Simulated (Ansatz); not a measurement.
# Zr2CF2 MXene monolayer in a perpendicular field, part 2 of 2

Wanted: the out-of-plane response of the Zr2CF2 MXene monolayer. A positive field points along +c.

Ansatz 0.2.0; plane-wave DFT, PBE-D3(BJ), Ansatz PAW.

So far. Step 2 (Relaxing the slab): The lattice constant a goes from 3.289 to 3.282 Å.

## Step 3: Single point, field 0, start network

A sawtooth potential applies the field, turning back in the middle of the vacuum. With the dipole correction the typed value is the field outside the slab. The induced dipole is small, so the SCF threshold is tight.

The cell differs from the one that the last finished run ended in (c 40.191 → 23.136 Å).

input.yaml

```yaml
crystal:
  lattice:
    - [3.281891399, 0.0, 0.0]
    - [-1.6409456995, 2.842201324, 0.0]
    - [0.0, 0.0, 23.1361663502]
  atoms:
    - { symbol: F, position: [0.3333333333, 0.6666666667, 0.3890013524] }
    - { symbol: Zr, position: [0.6666666667, 0.3333333333, 0.446726317] }
    - { symbol: C, position: [0.0, 0.0, 0.5] }
    - { symbol: Zr, position: [0.3333333333, 0.6666666667, 0.553273683] }
    - { symbol: F, position: [0.6666666667, 0.3333333333, 0.6109986476] }
kpoints:
  mp_grid: { grid: [18, 18, 1] }
  band_path:
    path: [[0, 0, 0], [0.5, 0, 0], [0.33333333, 0.33333333, 0], [0, 0, 0]]
    npoints: 16
hamiltonian:
  xc: pbe
  dispersion: d3bj
scf:
  occupations: { method: fermi_dirac, width: 0.02585 }
  convergence: { dr2_threshold: 1.0e-10 }
efield:
  axis: 3
  dipole_correction: true
  ramp_position: 0.97
  ramp_width: 0.06
  amplitude: 0
output:
  dos: { projected: true, e_range: [-6, 5] }
  write_potential: true
  write_density: true
  volumetric_format: npy
  elf: true
```

Started as:

```
ansatz run input.yaml --threads 2 --pin off --max-ram 3072MiB --backend cpu --events-out ev --progress --plain --runs-dir out
```

Numbers of over 12 decimals in the logs are rounded to 6 here.

Output:

```text
[...]
Crystal: 5 atoms, lattice volume = 215.809 Å³
Basis set: ecut = 420 eV, 4313 PW (Γ)
Bands: 26, of which v1, the nominal top of the filled ones, is band 21 counted from 1 (20 counted from 0)
Symmetry: 6 space group operations
k-points: 37 of 324 (time reversal used)
[...]
SCF iter   1: F=—  HF=-10242.088459 eV  |F-HF|=—  |Δ(HF+E_count)|=         —  Δρ=3.41e-3  dr2=2.28e-2  ethr=1.77e-3  p=0.000 e·Å  D=5.80e-14 V/Å  ΔV_dip=-0.00 eV  dr2_dipole=3.30e-10  V_vac-E_F(+/−)=3.68/3.68 eV  ⟨swp⟩=7.1  Hψ=4859  notcnv=0
efield: sawtooth ramp at fractional position 0.9700 (set: `efield.ramp_position`, or a place that a band, a saddle search or an elastic batch's reference lends), width 0.0600; the density the first Hamiltonian is built on has a dipole p = 0.000 e·Å; the dipole correction subtracts the counter field D = 5.80e-14 V/Å, which shifts the + side's vacuum level by -0.00 eV against the − side's; the planar-averaged density in the ramp window peaks in size at 1.2e-5 e/Å³
[...]
SCF iter   2: F=—  HF=-10242.088199 eV  |F-HF|=—  |Δ(HF+E_count)|=   2.60e-4  Δρ=3.11e-3  dr2=1.34e-2  ethr=5.43e-5  p=0.000 e·Å  D=1.01e-5 V/Å  ΔV_dip=-0.00 eV  dr2_dipole=4.64e-11  V_vac-E_F(+/−)=3.85/3.85 eV  ⟨swp⟩=3.8  Hψ=2673  notcnv=0  defer=20
[...]
SCF iter   9: F=-10242.084763 eV  HF=-10242.084763 eV  |F-HF|=4.98e-10  |Δ(HF+E_count)|=   4.75e-9  Δρ=2.50e-7  dr2=7.66e-11  ethr=1.00e-12  p=-0.000 e·Å  D=-1.50e-8 V/Å  ΔV_dip=0.00 eV  dr2_dipole=5.74e-14  V_vac-E_F(+/−)=3.91/3.91 eV  ⟨swp⟩=5.2  Hψ=3927  notcnv=0
SCF 1 converged in 9 iterations: F = -10242.084763 eV  dr2 = 7.66e-11
[...]
NSCF: frozen V_eff on 49 k-points
efield: sawtooth ramp at fractional position 0.9700 (kept from the solve that this one continues, or follows in the run), width 0.0600; the density the first Hamiltonian is built on has a dipole p = -0.000 e·Å; the dipole correction subtracts the counter field D = -1.50e-8 V/Å, which shifts the + side's vacuum level by +0.00 eV against the − side's; the planar-averaged density in the ramp window peaks in size at 3.3e-7 e/Å³
[...]
SCF converged after 9 iterations
Free energy (F): -10242.084763 eV
[...]
Internal energy: -10242.080732 eV  (E = F + TS)
E sigma→0 (E₀):  -10242.082748 eV
Entropy (-TS):   -0.004031 eV (-0.806 meV/atom)
Fermi energy:    1.351789 eV
Dipole field:    D = 0.000000 V/Å  (p = 0.000000 e·Å, saw-weighted, corrected)
Work function:   Φ+ = 3.9065 eV   Φ− = 3.9066 eV
Levels:          The Fermi level and band energies are counted from a zero that moves with the ramp; work functions are not
[...]
--- Band table (eV; the first three rows and the last of 37) ---
  k-point 0: bands = [... 17 lower, -3.0310, -1.7918, -1.7918, 1.4680, 1.4680, 1.6793, 3.1808, 3.5477, ... 1 higher]
  k-point 1: bands = [... 17 lower, -2.9984, -1.8810, -1.7991, 1.3475, 1.5344, 1.7063, 3.2683, 3.4955, ... 1 higher]
  k-point 2: bands = [... 17 lower, -2.9123, -2.1057, -1.8159, 1.0360, 1.7293, 1.8100, 3.3374, 3.4146, ... 1 higher]
  k-point 36: bands = [... 17 lower, -2.8271, -2.8271, -2.1124, 1.7030, 2.5252, 2.5252, 3.8870, 4.3836, ... 1 higher]
```

The job ended after 34 s (2 threads of Intel Xeon at 2.50GHz (Skylake/Cascade Lake), shared host; peak memory 0.58 GiB; 65 s of CPU time).

Reading the cycles: dr2 is the Hartree energy of the density residual (eV), the measure of convergence; HF is the Harris–Foulkes estimate of the energy, which meets the free energy F at convergence.

This step gave:

```yaml
energy_at_zero_smearing: -10242.0827 eV
work_function_upper_face: 3.907 eV
dipole_along_the_normal: 3.52e-7 e·Å
```

Running mean over a fixed 2.7 Å (it still follows the layers) of the planar mean; the ramp of the sawtooth is left out. The electron's electrostatic potential energy less the Fermi level by z:

z (Å), electron's electrostatic potential energy less the Fermi level (eV) and a bar from the least value:
```
      3.5        3.9 ##############################
      4.0        3.9 ##############################
      4.5        3.9 ##############################
      5.0        3.9 ##############################
      5.5        3.9 ##############################
      6.0        3.9 ##############################
      6.5        3.9 ##############################
      7.0        3.7 ##############################
      7.5        2.7 ############################
      8.0        0.8 ########################
      8.5       -1.5 ####################
      9.0       -5.2 #############
      9.5       -8.7 #######
     10.0      -10.6 ####
     10.5      -11.4 ##
     11.0      -11.9 #
     11.5      -12.5 
     12.0      -12.1 #
     12.5      -11.5 ##
     13.0      -10.9 ###
     13.5       -9.3 ######
     14.0       -6.3 ###########
     14.5       -2.4 ##################
     15.0        0.3 #######################
     15.5        2.3 ###########################
     16.0        3.6 #############################
     16.5        3.9 ##############################
     17.0        3.9 ##############################
     17.5        3.9 ##############################
     18.0        3.9 ##############################
     18.5        3.9 ##############################
     19.0        3.9 ##############################
     19.5        3.9 ##############################
     20.0        3.9 ##############################
```

The density of states has structure finer than the step of the table below, so its rows give means over 0.25 eV, whole bins alone (the curve runs from -6 to 1.99 eV). Peaks (eV: height): -4.290: 10.2, -4.070: 5.90, -3.900: 5.42, -3.490: 11.9, -3.190: 7.72, 0.180: 3.30.

Density of states against energy, zero at the Fermi level; means over each step:

```
energy (eV)  density of states (states/eV a cell)
      -4.75                                     0
      -4.50                                  1.49
      -4.25                                  5.53
      -4.00                                  3.17
      -3.75                                  3.93
      -3.50                                  5.67
      -3.25                                  4.12
      -3.00                                0.0631
      -2.75                                     0
      -2.50                                     0
      -2.25                                 0.161
      -2.00                                 0.683
      -1.75                                 0.765
      -1.50                                 0.841
      -1.25                                 0.921
      -1.00                                  1.02
      -0.75                                  1.34
      -0.50                                 0.994
      -0.25                                 0.703
       0.00                                  1.22
       0.25                                  1.61
       0.50                                  1.30
       0.75                                  1.19
       1.00                                  1.26
       1.25                                  1.00
       1.50                                 0.979
       1.75                                  1.04
```

Projected DOS per atom over height of the atomic layer and energy from the Fermi level. Layers: F Zr C Zr F from below.

Ten even steps from '0' (0.00 states/eV) to '9' (2.65 states/eV), each cell a mean:
```
02020
01010
01010
01010
02020
02020
01010
02020
01010
01010
01010
00000
00000
00000
03830
04940
02520
12621
00000
00000
00000
00000
```
Columns: height of the atomic layer (Å) from 9 to 14.1; rows upwards: energy from the Fermi level (eV) from -5.96 to 1.96.

Electronic bands along the path, in eV, zero at the Fermi level:

```
  point  band 18  band 19  band 20  band 21  band 22  band 23  band 24  band 25
      Γ    -4.38    -3.14    -3.14     0.12     0.12     0.33     1.83     2.20
halfway    -4.10    -3.91    -3.18    -1.31     1.04     1.34     2.07     2.12
      M    -4.44    -3.45    -3.11    -2.24     2.16     3.09     3.19     3.29
halfway    -4.37    -3.75    -3.46    -1.12     1.74     2.29     2.57     3.11
      K    -4.18    -4.18    -3.46     0.35     1.17     1.17     2.54     3.03
halfway    -4.09    -3.86    -3.53    -0.57    -0.20     2.10     2.47     2.54
      Γ    -4.38    -3.14    -3.14     0.12     0.12     0.33     1.83     2.20
```

Electrostatic potential energy in the ca plane at fractional y = 0.333, with atoms of Zr and F within 0.2 Å of it. With pseudopotentials it is smooth inside the atoms' cores, unlike the true potential.

Values in eV, 5 rows by 16 columns, each cell a mean:
```
  5   5   5   5   5   4  -7 -33 -10   0  -3 -10   5   5   5   5
  5   5   5   5   5   3 -15 -46 -21   1 -10 -37   4   5   5   5
  5   5   5   5   5   4  -7 -35 -10  -1  -4 -11   5   5   5   5
  5   5   5   5   5   4   1  -4  -1  -7  -8   2   5   5   5   5
  5   5   5   5   5   5   1  -3  -1  -7  -8   2   5   5   5   5
```
Columns run along c (16.0 Å, from fractional 0.13 to 0.82 of the cell; values clipped at the 3rd and 97th percentile), rows up along a (3.3 Å). Atoms in or near the plane, at fractional coordinates: Zr at (0.45, 0.67), F at (0.61, 0.67).

Valence density in the ca plane at fractional y = 0.333, with atoms of Zr and F within 0.2 Å of it. It is the smooth field of the valence electrons, not physical close to the nuclei.

Ten steps, logarithmic in the rise over the least value, from '0' (0 e/Å³) to '9' (10 e/Å³), each cell a mean:
```
00000000000000000000123555332222234421000000
00000000000000000000125777522212368752000000
00000000000000000000136777632112479962000000
00000000000000000000136777532212379862000000
00000000000000000000124676422222246531000000
00000000000000000001122343333333222210000000
00000000000000000011222222333344311000000000
00000000000000000012222122333344311000000000
00000000000000000001222223333333221100000000
```
Columns run along c (16.0 Å, from fractional 0.07 to 0.76 of the cell), rows up along a (3.3 Å). Atoms in or near the plane, at fractional coordinates: Zr at (0.45, 0.67), F at (0.61, 0.67).

ELF in the ca plane at fractional y = 0.333, with atoms of Zr and F within 0.2 Å of it. It is the smooth field of the valence electrons, not physical close to the nuclei.

Values, 5 rows by 16 columns, each cell a mean:
```
0.00 0.00 0.00 0.00 0.00 0.00 0.03 0.10 0.59 0.42 0.31 0.15 0.66 0.48 0.04 0.00
0.00 0.00 0.00 0.00 0.00 0.00 0.00 0.15 0.56 0.56 0.24 0.28 0.69 0.66 0.08 0.00
0.00 0.00 0.00 0.00 0.00 0.00 0.03 0.10 0.61 0.43 0.30 0.15 0.67 0.49 0.05 0.00
0.00 0.00 0.00 0.00 0.00 0.01 0.16 0.38 0.14 0.43 0.40 0.27 0.13 0.08 0.00 0.00
0.00 0.00 0.00 0.00 0.00 0.01 0.16 0.39 0.13 0.45 0.41 0.26 0.10 0.07 0.00 0.00
```
Columns run along c (16.0 Å, from fractional 0.07 to 0.76 of the cell), rows up along a (3.3 Å). Atoms in or near the plane, at fractional coordinates: Zr at (0.45, 0.67), F at (0.61, 0.67).

The work function of the upper face is 3.91 eV.

## Step 4: Single point, field 0.1 V/Å

input.yaml, as its differences from that of step 3:

```diff
@@ -25,7 +25,6 @@
   dipole_correction: true
-  ramp_position: 0.97
-  ramp_width: 0.06
-  amplitude: 0
+  ramp_position: 0.9352
+  ramp_width: 0.1297
+  amplitude: 0.1
 output:
-  dos: { projected: true, e_range: [-6, 5] }
   write_potential: true
@@ -33,2 +32 @@
   volumetric_format: npy
-  elf: true
```

Output:

```text
[...]
Crystal: 5 atoms, lattice volume = 215.809 Å³
Basis set: ecut = 420 eV, 4313 PW (Γ)
Bands: 26, of which v1, the nominal top of the filled ones, is band 21 counted from 1 (20 counted from 0)
Symmetry: 6 space group operations
k-points: 37 of 324 (time reversal used)
[...]
k-point 0: bands = [... 17 lower, -3.0312, -1.7920, -1.7920, 1.4677, 1.4677, 1.6790, 3.1671, 3.5518, ... 1 higher]
  k-point 1: bands = [... 17 lower, -2.9985, -1.8812, -1.7994, 1.3472, 1.5341, 1.7060, 3.2503, 3.5053, ... 1 higher]
  k-point 2: bands = [... 17 lower, -2.9125, -2.1060, -1.8162, 1.0357, 1.7291, 1.8097, 3.3174, 3.4267, ... 1 higher]
  k-point 36: bands = [... 17 lower, -2.8276, -2.8270, -2.1127, 1.7027, 2.5241, 2.5256, 3.8868, 4.3785, ... 1 higher]
[key lines of the parts left out:]
SCF converged after 13 iterations
Free energy (F): -10242.086136 eV
Fermi energy:    1.351485 eV
Dipole field:    D = 0.023017 V/Å  (p = 0.027451 e·Å, saw-weighted, corrected)
```

The job ended after 41 s (2 threads; peak memory 0.57 GiB).

The dipole is 0.0275 e·Å.

## Step 5: Single point, field -0.1 V/Å

input.yaml, as its differences from that of step 4:

```diff
@@ -27,3 +27,3 @@
   ramp_width: 0.1297
-  amplitude: 0.1
+  amplitude: -0.1
 output:
```

Output:

```text
[...]
Crystal: 5 atoms, lattice volume = 215.809 Å³
Basis set: ecut = 420 eV, 4313 PW (Γ)
Bands: 26, of which v1, the nominal top of the filled ones, is band 21 counted from 1 (20 counted from 0)
Symmetry: 6 space group operations
k-points: 37 of 324 (time reversal used)
[...]
k-point 0: bands = [... 17 lower, -3.0310, -1.7919, -1.7919, 1.4679, 1.4679, 1.6792, 3.1672, 3.5519, ... 1 higher]
  k-point 1: bands = [... 17 lower, -2.9983, -1.8810, -1.7992, 1.3474, 1.5343, 1.7062, 3.2504, 3.5054, ... 1 higher]
  k-point 2: bands = [... 17 lower, -2.9123, -2.1058, -1.8160, 1.0359, 1.7292, 1.8098, 3.3175, 3.4268, ... 1 higher]
  k-point 36: bands = [... 17 lower, -2.8275, -2.8269, -2.1125, 1.7029, 2.5243, 2.5258, 3.8870, 4.3786, ... 1 higher]
[key lines of the parts left out:]
SCF converged after 13 iterations
Free energy (F): -10242.086136 eV
Fermi energy:    1.351663 eV
Dipole field:    D = -0.023017 V/Å  (p = -0.027451 e·Å, saw-weighted, corrected)
```

Wall time 42 s (2 threads); peak memory 0.56 GiB.

The dipole is -0.0275 e·Å.

## Step 6: Response, atoms held

This step: plane-wave DFT, PBE-D3(BJ), Ansatz PAW; response to a field along the normal, atoms held (Ansatz 0.2.0).

The dipoles give the slope, and the difference of two potentials shows where the field is screened.

Numbers from this step:

| Property | Result |
| --- | --- |
| equivalent conductor thickness p/(ε₀AE) | 5.325 Å |
| distance between the outer atoms | 5.136 Å |

Table of dipole of the cell by applied field:

```
applied field (V/Å)  dipole of the cell (e·Å)
            -0.1000                   -0.0275
             0.0000                    3.5e-7
             0.1000                    0.0275
```

Local field over the applied field, running mean. From the potentials at -0.1 and 0.1 V/Å; running mean over 2.5 Å. The local field over applied field by z:

```
z (Å)  local field over applied field
 4.05                           1.000
 4.48                           1.000
 4.92                           1.000
 5.21                           1.000
 5.64                           0.999
 6.07                           0.995
 6.51                           0.985
 6.94                           0.958
 7.23                           0.921
 7.66                           0.837
 8.10                           0.729
 8.53                           0.605
 8.97                           0.474
 9.40                           0.341
 9.69                           0.262
10.12                           0.170
10.56                          0.0985
10.99                          0.0500
11.42                          0.0228
11.71                          0.0228
12.15                          0.0500
12.58                          0.0985
13.01                           0.170
13.45                           0.262
13.74                           0.341
14.17                           0.474
14.60                           0.605
15.04                           0.729
15.47                           0.837
15.91                           0.921
16.20                           0.958
16.63                           0.985
17.06                           0.995
17.50                           0.999
17.93                           1.000
18.22                           1.000
18.65                           1.000
19.09                           1.000
```

Electrons, planar mean, per unit field. The induced electron density by z:

z (Å), induced electron density (e/Å³ per V/Å) and a bar from the least value:
```
     4.05    0.00000 ###############
     4.48    0.00000 ###############
     4.92    0.00000 ###############
     5.21    0.00000 ###############
     5.64    0.00000 ###############
     6.07    0.00002 ###############
     6.51    0.00005 ###############
     6.94    0.00017 ################
     7.23    0.00035 #################
     7.66    0.00098 ####################
     8.10    0.00231 ###########################
     8.53    0.00292 ##############################
     8.97    0.00154 #######################
     9.40    0.00108 #####################
     9.69    0.00082 ###################
    10.12    0.00138 ######################
    10.56    0.00098 ####################
    10.99    0.00055 ##################
    11.42    0.00016 ################
    11.71   -0.00016 ##############
    12.15   -0.00055 ############
    12.58   -0.00098 ##########
    13.01   -0.00138 ########
    13.45   -0.00082 ###########
    13.74   -0.00108 #########
    14.17   -0.00154 #######
    14.60   -0.00292 
    15.04   -0.00231 ###
    15.47   -0.00098 ##########
    15.91   -0.00035 #############
    16.20   -0.00017 ##############
    16.63   -0.00005 ###############
    17.06   -0.00002 ###############
    17.50    0.00000 ###############
    17.93    0.00000 ###############
    18.22    0.00000 ###############
    18.65    0.00000 ###############
    19.09    0.00000 ###############
```

By hand: between -0.1 and 0.1 V/Å the dipole changes by 0.05490 e·Å, a slope of 0.2745 e·Å²/V. A perfect conductor of thickness t has p = ε₀AEt, so t = 180.95 × 0.2745 / 9.328 = 5.33 Å (e/ε₀ = 180.95 V·Å, A in Å²).

The induced dipole is that of a conductor 5.33 Å thick.

## Step 7: Summary of results

| Property | Result |
| --- | --- |
| gap without field | none |
| work function, upper face | 3.91 eV |
| equivalent conductor thickness, atoms held | 5.33 Å |

In words: The induced dipole equals that of a perfect conductor 5.33 Å thick, while the outer atoms lie 5.14 Å apart. There is no gap over 0.03 eV, with or without the field. The main runs have no spin polarisation; a magnetic state could lie lower and would change these results. Spin-orbit coupling is left out. The MXene's terminations sit over the metal atoms of its far layer; the site over carbon or nitrogen, which some compounds prefer, was not run.

[Logs are printed without paths, hosts, clocks, repeated set-up lines and the standing remarks that a program may print on its own settings, such as how far it seeks lower states.]

[Hosts, paths, dates, database ids (printed as entryN), source tags and the programs' standing remarks are cut or masked in the printed files.]

[Maps of the electrostatic potential energy from Ansatz leave out the sawtooth potential of an applied field or a dipole correction, so their vacuum need not be flat; planar profiles and work functions include it.]

[The density of states shown here was stored with 400 of the rows of the run's finer table, so its peaks can read low, often by over a quarter, or be missed, and its means over a window can be off by a tenth or more.]
